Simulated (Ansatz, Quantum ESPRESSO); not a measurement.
Bi: 4 runs at one level of theory

```
Bi
1.0
     3.48860   -3.13258    0.00000
     3.48860    3.13258    0.00000
    -1.26023    0.00000    3.11355
Bi
2
Direct
  0.75306 0.75306 0.85738
  0.24694 0.24694 0.14262
```

This isn't the form of Bi at room conditions, which is rhombohedral.

Alike in all runs: task band structure; functional PBEsol; k mesh 6 × 6 × 9; occupations fermi-dirac, width 0.05 eV; no spin polarisation; no spin-orbit coupling. Pressure is positive in compression and, in plane waves, holds the error of the finite cutoff, which Ansatz's Pulay term estimates and takes out.

```tsv
program and potentials	plane-wave cutoff (eV)	notes	pressure (GPa)	largest force (eV/Å)
Ansatz, Ansatz PAW	420	potentials made for PBE, which Ansatz adapts in part; Pulay term of +0.03 GPa included	-2.46	0.059
Ansatz, all-electron LAPW, scalar-relativistic	-	-	-2.44	0.059
Quantum ESPRESSO, PseudoDojo 0.4.1 SR PBEsol standard	898	-	-2.46	0.052
Ansatz, PAW datasets made for the crystal	260	-	-2.44	0.059
```

Force on atom 2 (Bi), eV/Å:

```tsv
program and potentials	x	y	z
Ansatz, Ansatz PAW	-0.052	0.000	-0.028
Ansatz, all-electron LAPW, scalar-relativistic	-0.052	0.000	-0.028
Quantum ESPRESSO, PseudoDojo 0.4.1 SR PBEsol standard	-0.046	0.000	-0.025
Ansatz, PAW datasets made for the crystal	-0.052	0.000	-0.028
```

The pressure spans -2.46 (Quantum ESPRESSO, PseudoDojo 0.4.1 SR PBEsol standard) to -2.44 GPa (Ansatz, all-electron LAPW, scalar-relativistic), with all-electron results at -2.44.

The functional is the same throughout but for its coding, so the spread measures potentials, basis and numerics; runs on potential files found faulty are left out.
